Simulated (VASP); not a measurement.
**AlCo: phonons with PBE**

The system is AlCo.

```
Co Al
1.0
     2.81940    0.00000    0.00000
     0.00000    2.81940    0.00000
     0.00000    0.00000    2.81940
Co Al
1 1
Direct
  0.50000 0.50000 0.50000
  0.00000 0.00000 0.00000
```

The cell is a database's computed one.

```json
{
  "Program": "VASP 6.6.1",
  "Task": "phonons",
  "Functional": "PBE",
  "Potentials or basis": "VASP PAW PBE potentials, release 64 (Co, Al)",
  "Cutoff": "600 eV",
  "k mesh": "10 × 10 × 10",
  "Occupations": "fermi-dirac, width 0.05 eV",
  "Spin": "collinear spin, ferromagnetic start",
  "Starting moments": "[2.0, 0.0] μB",
  "Ladder": "free",
  "By perturbation theory": "no",
  "Further INCAR settings": "ALGO = Normal; EDIFF = 1e-08; IBRION = 6; POTIM = 0.015; NSW = 1"
}
```

| Property | Result |
| --- | --- |
| Relaxed volume | 11.59 Å³/atom |
| Relaxed cell | a = 2.851 Å, b = 2.851 Å, c = 2.851 Å, α = 90.00°, β = 90.00°, γ = 90.00° |
| Space group after relaxing (to 0.05 Å) | Pm-3m (No. 221) |
| Net moment | 0.00 μB per cell |
| Valence electrons inside the program's atomic spheres | Co 8.45; Al 0.82 |
| Highest phonon frequency at Γ, LO-TO splitting left out | 327 cm⁻¹ |

The path:
```csv
step,energy change (eV),largest force (eV/Å),pressure (GPa),volume (Å³)
1,0.0000,0.0000,6.48,22.41
2,-0.0026,0.0000,-5.23,23.91
3,-0.0150,0.0000,-0.01,23.18
```

Final structure:
```
Co Al
1.0
     2.85127    0.00000    0.00000
     0.00000    2.85127    0.00000
     0.00000    0.00000    2.85127
Co Al
1 1
Direct
  0.50000 0.50000 0.50000
  0.00000 0.00000 0.00000
```

Phonon frequencies in cm⁻¹ (negative: imaginary):
| q point | frequencies |
| --- | --- |
| (0.000, 0.000, 0.000) | 0 0 0 327 327 327 |

It took 2.1 min on 2 MPI ranks on AMD EPYC 7R43 64-Core Processor (Zen 3), on a shared host, peak memory 0.22 GiB a rank.

Caveat: the starting moments collapsed, and a magnetic state may lie lower.
